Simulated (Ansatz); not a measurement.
**LiF: stiffness from a series of strains**

```yaml
crystal:
  lattice:
    - [0.00000, 2.01400, 2.01400]
    - [2.01400, 0.00000, 2.01400]
    - [2.01400, 2.01400, 0.00000]
  atoms:
    - { symbol: Li, position: [0.00000, 0.00000, 0.00000] }
    - { symbol: F, position: [0.50000, 0.50000, 0.50000] }
```

Atom numbers follow the list: Li1, F2.

Conventional cell: a = 4.028 Å, b = 4.028 Å, c = 4.028 Å, α = 90.00°, β = 90.00°, γ = 90.00°. Li (atom 1) has 6 F at 2.01 Å as nearest neighbours. Around F (atom 2) lie 6 Li at 2.01 Å.

The cell is COD entry 1010990, as deposited and not checked against the literature; nothing was relaxed.

The calculation used Ansatz 0.2.0, DFT, PBE, all-electron LAPW, scalar-relativistic.

Sampling and basis: a Γ-centred 10×10×10 k mesh, Fermi–Dirac smearing of 0.03 eV, basis error target 1 meV/atom, no spin polarisation.

The strain is applied along the Cartesian axes of the cell as listed (the other components stay zero). Fractional coordinates are held (clamped ions).

σ is the change of stress from the unstrained cell, which is at 2.02 GPa; tension is positive, so slopes are stress–strain coefficients at that pressure.

Only quantities that a quadratic follows smoothly over the whole series are listed; rougher ones are left out.

| εzz | σzz (GPa) | σxx (GPa) |
| --- | --- | --- |
| -0.0300 | -4.54 | -1.60 |
| -0.0100 | -1.34 | -0.51 |
| 0.0000 | 0.00 | 0.00 |
| 0.0100 | 1.19 | 0.49 |
| 0.0200 | 2.23 | 0.96 |
| 0.0300 | 3.16 | 1.40 |

Problem. Fit the series and read off the stiffness at zero strain.

Solution. Least-squares fits y = p0 + p1 x + p2 x² to the rows give σzz (GPa): p1 = 128, p2 = -770; σxx (GPa): p1 = 50, p2 = -110. So C11 = 128 GPa and C12 = 50 GPa, which gives B = (C11 + 2 C12)/3 = 76 GPa.

Problem. One run, at εzz = -0.0200, is withheld. Predict its row.

Solution. The fits give -2.87, -1.04; the run gave -2.85, -1.04.
